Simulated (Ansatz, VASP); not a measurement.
# TaN: VASP beside Ansatz

The input INCAR:

```
SYSTEM = TaN
  ALGO = Normal
  EDIFF = 1E-6
  ENCUT = 520
  GGA = PE
  ISIF = 2
  ISMEAR = -1
  LASPH = .TRUE.
  LCHARG = .FALSE.
  LREAL = .FALSE.
  LWAVE = .FALSE.
  NBANDS = 24
  NELM = 100
  PREC = Accurate
  SIGMA = 0.05
```

The input KPOINTS:

```
k-points
0
G
  7 7 6
  0 0 0
```

File POSCAR:

```
TaN
1.0
    3.5882635699      0.0000000000      0.0000000000
    0.0000000000      3.5882635699      0.0000000000
    0.0000000000      0.0000000000      4.4673965517
Ta N
2 2
Direct
    0.0000000000      0.5000000000      0.0000000000
    0.5000000000      0.0000000000      0.5000000000
    0.0000000000      0.0000000000      0.2500000000
    0.0000000000      0.0000000000      0.7500000000
```

The input input.yaml:

```yaml
crystal:
  lattice:
    - [3.5882635699, 0.0, 0.0]
    - [0.0, 3.5882635699, 0.0]
    - [0.0, 0.0, 4.4673965517]
  atoms:
    - { symbol: Ta, position: [0.0, 0.5, 0.0] }
    - { symbol: Ta, position: [0.5, 0.0, 0.5] }
    - { symbol: "N", position: [0.0, 0.0, 0.25] }
    - { symbol: "N", position: [0.0, 0.0, 0.75] }
hamiltonian:
  xc: pbe
  pseudopotentials: { kind: paw }
kpoints:
  mp_grid: { grid: [7, 7, 6] }
scf:
  occupations: { method: fermi_dirac, width: 0.05 }
output:
  forces: true
  stress: true
  eigenvalues: true
  write_density: true
  write_potential: true
  elf: true
  volumetric_format: npy
```

The cell comes from a database or a generator and needn't be the stable form of this composition.

Alike in both runs: task single point; functional PBE; k mesh 7 × 7 × 6; occupations fermi-dirac, width 0.05 eV; no spin polarisation.

|  | VASP | Ansatz |
| --- | --- | --- |
| version | VASP 6.6.1 | Ansatz 0.2.0 |
| potentials or method | VASP PAW PBE potentials, release 64 (Ta_pv, N) | Ansatz PAW |
| plane-wave cutoff (eV) | 520 | 420 |
| valence electrons in the cell | 32 | 36 |

```tsv
	VASP	Ansatz	Ansatz less VASP
gap on the k mesh at the Fermi level (eV)	none	none	-
pressure (GPa)	-8.9	-9.2	-0.34
largest component of the traceless stress (GPa)	22.97	23.25	+0.285
```

A gap of «none» marks a metal or a gap that the smearing closes. The two sets of potentials don't hold the same shells in valence.

Caveats: the pressure holds a Pulay correction of +0.4 GPa for the finite cutoff (Ansatz). The runs have no spin-orbit coupling, so splittings on Ta are missing.
